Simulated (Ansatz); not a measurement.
Y: enthalpy against pressure

Y, P6_3/mmc, a = 3.599 Å, c = 11.572 Å. Ansatz: PBE, PAW, 420 eV, Γ-centred 15×15×4 mesh on 4 atoms, Gaussian smearing 0.10 eV; no spin polarisation. Cell and atoms are relaxed at each pressure, and no other structure is tried, so the rows at high pressure may lie past a change of phase. y is the enthalpy over the state at zero pressure; there V0 = 32.459 Å³/atom. The pressures are the targets, met within 0.02 GPa.

| P (GPa) | y (eV/atom) |
| --- | --- |
| -3.0 | -0.6332 |
| 0.0 | 0.0000 |
| 3.0 | 0.5866 |
| 8.0 | 1.4889 |
| 15.0 | ? |
| 30.0 | 4.8158 |
| 60.0 | 8.4547 |

Task: Fit y = c1 P + c2 P² + c3 P³ to the other rows, say what c1 and c2 mean, and predict the missing value.

Result: Least squares on the rows shown. y = 0.20020 P − 0.0016609 P² + 1.1214×10⁻⁵ P³. Since dH/dP = V, c1 is V0: 0.20020 eV/GPa × 160.2 = 32.072 Å³ against 32.459; c2 = −V0/(2B0) gives B0 = 60 GPa, where a Birch–Murnaghan fit to the volumes of the same runs (not shown) gives 39 GPa: a cubic over this range folds the higher terms into c2. Above P = −c2/(3 c3) = 49 GPa the cubic's slope, the volume, would rise with pressure, so the form fails there. At P = 15.0 the fit asked for gives 2.6671 eV/atom. The run gave 2.6394 eV/atom, so the fit is 0.0277 eV/atom too high, 0.3 % of the span of the series, against an rms of 0.0095 eV/atom on the fitted rows. With a term in P⁴ added, a fit to the same known rows predicts 2.6272 eV/atom, a smaller miss on the other side.